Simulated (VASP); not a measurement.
# Ru (P6_3/mmc) in VASP: settings compared

One crystal, Ru, is run at these levels: RPBE, LDA, PBEsol; tasks: relaxation of cell and atoms.

Everything below comes from runs of VASP 6.6.1. Logs are shortened: lines on timing, memory, paths and dates and some standing lists are left out, and cuts for length are marked.

### 1 The crystal as given

The structure is hexagonal, space group P6_3/mmc (No. 194). The conventional cell has a = 2.731 Å, b = 2.731 Å, c = 4.320 Å, α = 90.00°, β = 90.00°, γ = 120.00°. Ru (site symmetry -6m2) has 12 Ru at 2.67 to 2.73 Å as nearest neighbours.

### 2 Relaxation of cell and atoms, RPBE

File INCAR:

```
SYSTEM = Ru
ALGO     = Normal         ! electronic algorithm
EDIFF    = 1E-7           ! SCF threshold, eV
EDIFFG   = -0.005         ! ionic threshold
ENCUT    = 600            ! plane-wave cutoff, eV
GGA      = RP             ! functional
IBRION   = 2              ! ionic algorithm
ISIF     = 3              ! what is computed and relaxed
ISMEAR   = 1              ! smearing method
LASPH    = .True.         ! aspherical terms in the spheres
LCHARG   = .False.        ! write CHGCAR
LREAL    = .False.        ! projectors in reciprocal space
LWAVE    = .False.        ! write WAVECAR
NELM     = 80             ! most SCF steps
NSW      = 90             ! ionic steps
PREC     = Accurate       ! precision mode
SIGMA    = 0.1            ! smearing width, eV
```

File KPOINTS:

```
k-points
0
Gamma
  15 15 9
  0 0 0
```

File POSCAR:

```
Ru                                      
1.0
    2.7309321426      0.0000000000      0.0000000000
   -1.3654660713      2.3650566115      0.0000000000
    0.0000000000      0.0000000000      4.3196118935
  Ru            
     2
Direct
     0.3333333332999970    0.6666666667000030    0.2500000000000000
     0.6666666667000030    0.3333333332999970    0.7500000000000000
```

Potentials or basis: VASP PAW PBE potentials, release 64 (Ru_pv).

On the command line:

```
$ cat potpaw_PBE.64/Ru_pv/POTCAR > POTCAR
$ mpirun -np 1 vasp_std > vasp.out
```

OUTCAR:

```text
SYSTEM = Ru
   EDIFF = 1E-7
   EDIFFG = -0.005
   ENCUT = 600
   GGA = RP
   IBRION = 2
   ISIF = 3
   ISMEAR = 1
   LASPH = .True.
   LREAL = .False.
   NELM = 80
   NSW = 90
   PREC = Accurate

 ion  position               nearest neighbor table
   1  0.333  0.667  0.250-   2 2.67   2 2.67   2 2.67   2 2.67   2 2.67   2 2.67
   2  0.667  0.333  0.750-   1 2.67   1 2.67   1 2.67   1 2.67   1 2.67   1 2.67

  LATTYP: Found a hexagonal cell.
 ALAT       =     2.7309321426
 C/A-ratio  =     1.5817353445

  Lattice vectors:

 A1 = (   2.7309321426,   0.0000000000,   0.0000000000)
 A2 = (  -1.3654660713,   2.3650566115,   0.0000000000)
 A3 = (   0.0000000000,   0.0000000000,   4.3196118935)

Analysis of symmetry for initial positions (statically):
=====================================================================
 Subroutine PRICEL returns:
 Original cell was already a primitive cell.

 Routine SETGRP: Setting up the symmetry group for a
 hexagonal supercell.

 Subroutine GETGRP returns: Found 24 space group operations
 (whereof 12 operations were pure point group operations)
 out of a pool of 24 trial point group operations.

The static configuration has the point symmetry D_3d.
 The point group associated with its full space group is D_6h.

Analysis of symmetry for dynamics (positions and initial velocities):
=====================================================================
 Subroutine PRICEL returns:
 Original cell was already a primitive cell.

 Routine SETGRP: Setting up the symmetry group for a
 hexagonal supercell.

 Subroutine GETGRP returns: Found 24 space group operations
 (whereof 12 operations were pure point group operations)
 out of a pool of 24 trial point group operations.

The dynamic configuration has the point symmetry D_3d.
 The point group associated with its full space group is D_6h.

 Subroutine INISYM returns: Found 24 space group operations
 (whereof 12 operations are pure point group operations),
 and found     1 'primitive' translations

----------------------------------------------------------------------------------------

                                     Primitive cell

  volume of cell :      27.8995

  direct lattice vectors                    reciprocal lattice vectors
     2.730932143  0.000000000  0.000000000     0.366175338  0.211411430  0.000000000
[... 97 lines left out ...]
   NELECT =      28.0000    total number of electrons
   NUPDOWN=      -1.0000    fix difference up-down
   EMIN   =  10.00;   EMAX   =-10.00  energy-range for DOS
   EFERMI =   0.00;   METHOD = LEGACY
   ISMEAR =     1;   SIGMA  =   0.10  broadening in eV -4-tet -1-fermi 0-gaus
   EFERMI_NEDOS =   21; number of points for ismear=-14 and -15
   IALGO  =     38    algorithm
   IMIX   =      4    mixing-type and parameters
     AMIX     =   0.40;   BMIX     =  1.00
     AMIX_MAG =   1.60;   BMIX_MAG =  1.00
  volume/ion in A,a.u.               =      13.95        94.14
  Fermi-wavevector in a.u.,A,eV,Ry     =   1.639061  3.097376 36.552337  2.686521
  Thomas-Fermi vector in A             =   2.729930
   LORBIT       =      0    0 simple, 1 ext, 2 COOP (PROOUT), +10 PAW based schemes
   GGA     = RP    functional components
   LHFCALC =     F    Hartree Fock is set to
   AEXX    =    0.0000 exact exchange contribution
   IVDW    =     0    specifies the selected vdW correction
   LEPSILON=     F    determine dielectric tensor
   LRPA    =     F    only Hartree local field effects (RPA)
 conjugate gradient relaxation of ions
 non-spin polarized calculation
 Methfessel and Paxton  Order N= 1 SIGMA  =   0.10
  energy-cutoff  :      600.00
  volume of cell :       27.90
 maximum number of plane-waves:       965
 NGX is ok and might be reduce to    24
   NGX = 11   NGY = 11   NGZ = 17

--------------------------------------- Ionic step        1  -------------------------------------------

 number of electron      28.0000005 magnetization

 Free energy of the ion-electron system (eV)
  ---------------------------------------------------
  ext. energy  EPLUGINS =         0.00000000
  ---------------------------------------------------
  free energy    TOTEN  =       -17.17979071 eV

  energy without entropy =      -17.17836950  energy(sigma->0) =      -17.17931697

------------------------ aborting loop because EDIFF is reached ----------------------------------------

  FORCE on cell =-STRESS in cart. coord.  units (eV):
  Direction    XX          YY          ZZ          XY          YZ          ZX
  --------------------------------------------------------------------------------------
  -------------------------------------------------------------------------------------
  Total        0.0168251      0.0168251      0.0165532      0.0000000      0.0000000      0.0000000
  in kB        0.9662094      0.9662094      0.9505966      0.0000000      0.0000000      0.0000000
  external PRESSURE =       0.9610051 kB  Pullay stress =       0.0000000 kB
[... 59 lines left out ...]
--------------------------------------- Ionic step        3  -------------------------------------------

 number of electron      28.0000005 magnetization

 Free energy of the ion-electron system (eV)
  ---------------------------------------------------
  ext. energy  EPLUGINS =         0.00000000
  ---------------------------------------------------
  free energy    TOTEN  =       -17.17979290 eV

  energy without entropy =      -17.17837243  energy(sigma->0) =      -17.17931941

 E-fermi :  12.4003     XC(G=0): -13.8753

 val. band max:       12.3983979948   @ k =   0.2667   0.2000   0.2222
 cond. band min:      12.4270618109   @ k =   0.4667   0.0667   0.3333
 fundamental gap:      0.0286638161
 Fermi energy:        12.4002866207

 k-point     1 :       0.0000    0.0000    0.0000
  band No.  band energies     occupation
      1     -31.1299      2.00000
      2     -30.2850      2.00000
      3     -30.2850      2.00000
      4     -30.1288      2.00000
      5     -30.1288      2.00000
      6     -30.0862      2.00000
[... 481 lines left out ...]
      5     -30.4098      2.00000
      6     -30.3905      2.00000
[... 10 lines left out ...]
     17      17.6019      0.00000
     18      19.0252      0.00000

 [... further k-points ...]

------------------------ aborting loop because EDIFF is reached ----------------------------------------

  FORCE on cell =-STRESS in cart. coord.  units (eV):
  Direction    XX          YY          ZZ          XY          YZ          ZX
  --------------------------------------------------------------------------------------
  -------------------------------------------------------------------------------------
  Total        0.0015404      0.0015404      0.0004772      0.0000000      0.0000000     -0.0000000
  in kB        0.0884344      0.0884344      0.0273938      0.0000000      0.0000000     -0.0000000
  external PRESSURE =       0.0680875 kB  Pullay stress =       0.0000000 kB
[... 17 lines left out ...]
  FREE ENERGIE OF THE ION-ELECTRON SYSTEM (eV)
  ---------------------------------------------------
  free  energy   TOTEN  =       -17.1797929015 eV

  energy  without entropy=      -17.1783724308  energy(sigma->0) =      -17.17931941

 reached required accuracy - stopping structural energy minimisation
```

OSZICAR:

```text
N       E                     dE             d eps       ncg     rms          rms(c)
DAV:   1     0.310858890417E+03    0.31086E+03   -0.19489E+04  4868   0.192E+03
DAV:   2    -0.108900447390E+02   -0.32175E+03   -0.31561E+03  5134   0.520E+02
DAV:   3    -0.183618723998E+02   -0.74718E+01   -0.71911E+01  5114   0.834E+01
DAV:   4    -0.184329693179E+02   -0.71097E-01   -0.71038E-01  5752   0.753E+00
[... 24 lines left out ...]
DAV:   4    -0.171797933399E+02   -0.84830E-05   -0.46885E-06  4972   0.218E-02    0.196E-03
DAV:   5    -0.171797931672E+02    0.17270E-06   -0.42036E-07  5078   0.648E-03    0.109E-03
DAV:   6    -0.171797927836E+02    0.38361E-06   -0.36390E-08  2454   0.165E-03    0.180E-04
DAV:   7    -0.171797928947E+02   -0.11108E-06   -0.40823E-09  2446   0.599E-04    0.113E-04
DAV:   8    -0.171797929015E+02   -0.68781E-08   -0.11116E-09  2448   0.238E-04
   3 F= -.17179793E+02 E0= -.17179319E+02  d E =-.219427E-05
```

CONTCAR:

```text
Ru
   1.00000000000000
     2.7311999292095388    0.0000000000000000    0.0000000000000000
    -1.3655999646047694    2.3652885215066535    0.0000000000000000
     0.0000000000000000    0.0000000000000000    4.3200286167046524
  Ru
     2
Direct
     0.3333333332999970    0.6666666667000030    0.2500000000000000
     0.6666666667000030    0.3333333332999970    0.7500000000000000

  0.00000000E+00  0.00000000E+00  0.00000000E+00
  0.00000000E+00  0.00000000E+00  0.00000000E+00
```

Run time: 91 s. Hardware: 1 thread of Intel Xeon 6975P-C (Granite Rapids), shared host; peak memory 0.21 GiB.

Results:

```yaml
Free_energy: -17.1798 eV
Relaxed_volume: 13.95 Å³/atom
Relaxed_cell: a = 2.731 Å, b = 2.731 Å, c = 4.320 Å, α = 90.00°, β = 90.00°, γ = 120.00°
Space_group_after_relaxing_to_0.05_Å: P6_3/mmc (No. 194)
Energy_gained_by_relaxing: 0.0 meV/atom
Ionic_steps: 3
Pressure_after_relaxing: 0.0 GPa
Band_gap_on_the_k_mesh: none (metal or under the smearing width)
```

Final structure:
```
Ru
1.0
     2.73120    0.00000    0.00000
    -1.36560    2.36529    0.00000
     0.00000    0.00000    4.32003
Ru
2
Direct
  0.33333 0.66667 0.25000
  0.66667 0.33333 0.75000
```

Caveat: the PAW data sets were made with another functional, which shifts forces and pressure a little.

### 3 Relaxation of cell and atoms, LDA

This run uses another cell than the first one, of 13.57 Å³/atom, 0.973 times its volume.

File INCAR:

```
ALGO = Normal
EDIFF = 1E-6
EDIFFG = -0.01
ENCUT = 600
GGA = CA
IBRION = 2
ISIF = 3
ISMEAR = 1
KPAR = 2
LASPH = T
LCHARG = F
LREAL = F
LWAVE = F
NELM = 80
NSW = 90
PREC = Accurate
SIGMA = 0.1
```

File KPOINTS:

```
k-points
0
Gamma
  15 15 9
```

File POSCAR:

```
Ru
1.0
    2.7058000000      0.0000000000      0.0000000000
   -1.3529000000      2.3432915376      0.0000000000
    0.0000000000      0.0000000000      4.2819000000
Ru
2
Direct
    0.3333333333      0.6666666667      0.2500000000
    0.6666666667      0.3333333333      0.7500000000
```

Potentials or basis: VASP PAW LDA potentials, release 64 (Ru_pv).

On the command line:

```
$ cat potpaw_LDA.64/Ru_pv/POTCAR > POTCAR
$ mpirun -np 2 vasp_std > vasp.out
```

OUTCAR:

```text
EDIFF = 1E-6
   EDIFFG = -0.01
   ENCUT = 600
   GGA = CA
   IBRION = 2
   ISIF = 3
   ISMEAR = 1
   LASPH = T
   LREAL = F
   NELM = 80
   NSW = 90
   PREC = Accurate

 ion  position               nearest neighbor table
   1  0.333  0.667  0.250-   2 2.65   2 2.65   2 2.65   2 2.65   2 2.65   2 2.65
   2  0.667  0.333  0.750-   1 2.65   1 2.65   1 2.65   1 2.65   1 2.65   1 2.65

  LATTYP: Found a hexagonal cell.
 ALAT       =     2.7058000000
 C/A-ratio  =     1.5824894671

  Lattice vectors:

 A1 = (   2.7058000000,   0.0000000000,   0.0000000000)
 A2 = (  -1.3529000000,   2.3432915376,   0.0000000000)
 A3 = (   0.0000000000,   0.0000000000,   4.2819000000)

Analysis of symmetry for initial positions (statically):
=====================================================================
 Subroutine PRICEL returns:
 Original cell was already a primitive cell.

 Routine SETGRP: Setting up the symmetry group for a
 hexagonal supercell.

 Subroutine GETGRP returns: Found 24 space group operations
 (whereof 12 operations were pure point group operations)
 out of a pool of 24 trial point group operations.

The static configuration has the point symmetry D_3d.
 The point group associated with its full space group is D_6h.

Analysis of symmetry for dynamics (positions and initial velocities):
=====================================================================
 Subroutine PRICEL returns:
 Original cell was already a primitive cell.

 Routine SETGRP: Setting up the symmetry group for a
 hexagonal supercell.

 Subroutine GETGRP returns: Found 24 space group operations
 (whereof 12 operations were pure point group operations)
 out of a pool of 24 trial point group operations.

The dynamic configuration has the point symmetry D_3d.
 The point group associated with its full space group is D_6h.

 Subroutine INISYM returns: Found 24 space group operations
 (whereof 12 operations are pure point group operations),
 and found     1 'primitive' translations
[... 125 lines left out ...]
   LRPA    =     F    only Hartree local field effects (RPA)
 conjugate gradient relaxation of ions
 non-spin polarized calculation
 Methfessel and Paxton  Order N= 1 SIGMA  =   0.10
  energy-cutoff  :      600.00
  volume of cell :       27.15
 maximum number of plane-waves:       935
 NGX is ok and might be reduce to    24
   NGX = 11   NGY = 11   NGZ = 17

--------------------------------------- Ionic step        1  -------------------------------------------

 number of electron      28.0000002 magnetization

 Free energy of the ion-electron system (eV)
  ---------------------------------------------------
  ext. energy  EPLUGINS =         0.00000000
  ---------------------------------------------------
  free energy    TOTEN  =       -21.36172773 eV

  energy without entropy =      -21.36035049  energy(sigma->0) =      -21.36126865

------------------------ aborting loop because EDIFF is reached ----------------------------------------

  FORCE on cell =-STRESS in cart. coord.  units (eV):
  Direction    XX          YY          ZZ          XY          YZ          ZX
  --------------------------------------------------------------------------------------
  -------------------------------------------------------------------------------------
  Total       -1.9444267     -1.9444267     -2.0343532      0.0000000      0.0000000      0.0000000
  in kB     -114.7476029   -114.7476029   -120.0544910      0.0000000      0.0000000      0.0000000
  external PRESSURE =    -116.5165656 kB  Pullay stress =       0.0000000 kB
[... 203 lines left out ...]
--------------------------------------- Ionic step        7  -------------------------------------------

 number of electron      27.9999993 magnetization

 Free energy of the ion-electron system (eV)
  ---------------------------------------------------
  ext. energy  EPLUGINS =         0.00000000
  ---------------------------------------------------
  free energy    TOTEN  =       -21.39593244 eV

  energy without entropy =      -21.39451969  energy(sigma->0) =      -21.39546152

 E-fermi :  13.3092     XC(G=0): -14.5916

 val. band max:       13.3051268656   @ k =   0.2667   0.0000   0.3333
 cond. band min:      13.3390636839   @ k =   0.4667   0.0667   0.3333
 fundamental gap:      0.0339368183
 Fermi energy:        13.3091764623

 k-point     1 :       0.0000    0.0000    0.0000
  band No.  band energies     occupation
      1     -30.2666      2.00000
      2     -29.2100      2.00000
      3     -29.2100      2.00000
      4     -29.0182      2.00000
      5     -29.0182      2.00000
      6     -28.9672      2.00000
[... 481 lines left out ...]
      5     -29.3690      2.00000
      6     -29.3464      2.00000
[... 10 lines left out ...]
     17      18.9027      0.00000
     18      20.3890      0.00000

 [... further k-points ...]

------------------------ aborting loop because EDIFF is reached ----------------------------------------

  FORCE on cell =-STRESS in cart. coord.  units (eV):
  Direction    XX          YY          ZZ          XY          YZ          ZX
  --------------------------------------------------------------------------------------
  -------------------------------------------------------------------------------------
  Total       -0.0196224     -0.0196224      0.0060063     -0.0000000      0.0000000      0.0000000
  in kB       -1.1979594     -1.1979594      0.3666873     -0.0000000      0.0000000      0.0000000
  external PRESSURE =      -0.6764105 kB  Pullay stress =       0.0000000 kB
[... 17 lines left out ...]
  FREE ENERGIE OF THE ION-ELECTRON SYSTEM (eV)
  ---------------------------------------------------
  free  energy   TOTEN  =       -21.3959324390 eV

  energy  without entropy=      -21.3945196864  energy(sigma->0) =      -21.39546152

 reached required accuracy - stopping structural energy minimisation
```

OSZICAR:

```text
N       E                     dE             d eps       ncg     rms          rms(c)
DAV:   1     0.306488524917E+03    0.30649E+03   -0.19477E+04  4868   0.193E+03
DAV:   2    -0.153765198562E+02   -0.32187E+03   -0.31595E+03  5154   0.523E+02
DAV:   3    -0.227677217149E+02   -0.73912E+01   -0.71199E+01  5152   0.841E+01
DAV:   4    -0.228608597100E+02   -0.93138E-01   -0.92509E-01  5800   0.775E+00
[... 52 lines left out ...]
DAV:   1    -0.213964848104E+02   -0.60304E-03   -0.15330E-02  4902   0.134E+00    0.189E-01
DAV:   2    -0.213959721451E+02    0.51267E-03   -0.12611E-03  4924   0.386E-01    0.440E-02
DAV:   3    -0.213959317671E+02    0.40378E-04   -0.12548E-04  5086   0.100E-01    0.189E-02
DAV:   4    -0.213959320637E+02   -0.29655E-06   -0.12132E-05  6454   0.270E-02    0.562E-03
DAV:   5    -0.213959324390E+02   -0.37537E-06   -0.11273E-06  2718   0.109E-02
   7 F= -.21395932E+02 E0= -.21395462E+02  d E =-.262619E-04
```

CONTCAR:

```text
Ru
   1.00000000000000
     2.6752210180305656   -0.0000000000000000   -0.0000000000000000
    -1.3376105090152828    2.3168093623912447    0.0000000000000000
    -0.0000000000000000    0.0000000000000000    4.2341956417141287
  Ru
     2
Direct
     0.3333333332999970    0.6666666667000030    0.2500000000000000
     0.6666666667000030    0.3333333332999970    0.7500000000000000

  0.00000000E+00  0.00000000E+00  0.00000000E+00
  0.00000000E+00  0.00000000E+00  0.00000000E+00
```

Wall time 90 s (2 MPI ranks of Intel Xeon Platinum 8488C (Sapphire Rapids), shared host); peak memory 0.18 GiB.

Results:

```yaml
Free_energy: -21.3959 eV
Relaxed_volume: 13.12 Å³/atom
Relaxed_cell: a = 2.675 Å, b = 2.675 Å, c = 4.234 Å, α = 90.00°, β = 90.00°, γ = 120.00°
Space_group_after_relaxing_to_0.05_Å: P6_3/mmc (No. 194)
Energy_gained_by_relaxing: 17.1 meV/atom
Ionic_steps: 7
Pressure_after_relaxing: -0.1 GPa
Band_gap_on_the_k_mesh: none (metal or under the smearing width)
```

The path:
```
step  energy change (eV)  largest force (eV/Å)  pressure (GPa)  volume (Å³)
   1              0.0000                0.0000          -11.65        27.15
   2              0.3880                0.0000           54.06        23.45
   3             -0.0341                0.0000           -0.58        26.28
   4             -0.0342                0.0000           -0.09        26.24
   5             -0.0342                0.0000            0.16        26.23
   6             -0.0342                0.0000           -0.44        26.27
   7             -0.0342                0.0000           -0.07        26.24
```

Final structure:
```
CELL_PARAMETERS angstrom
2.67522 0.00000 0.00000
-1.33761 2.31681 0.00000
0.00000 0.00000 4.23420
ATOMIC_POSITIONS crystal
Ru 0.33333 0.66667 0.25000
Ru 0.66667 0.33333 0.75000
```

Levels at points of the mesh, in eV from the Fermi level:
```tsv
k point	band 12	band 13	band 14	band 15	band 16	band 17
(0.00, 0.00, 0.00)	-2.01	-2.01	-1.44	-1.44	1.28	1.28
```

LDA usually gives volumes a few per cent too small. Zero-point motion and thermal expansion aren't in these numbers.

(Continued in part 2 of 2.)
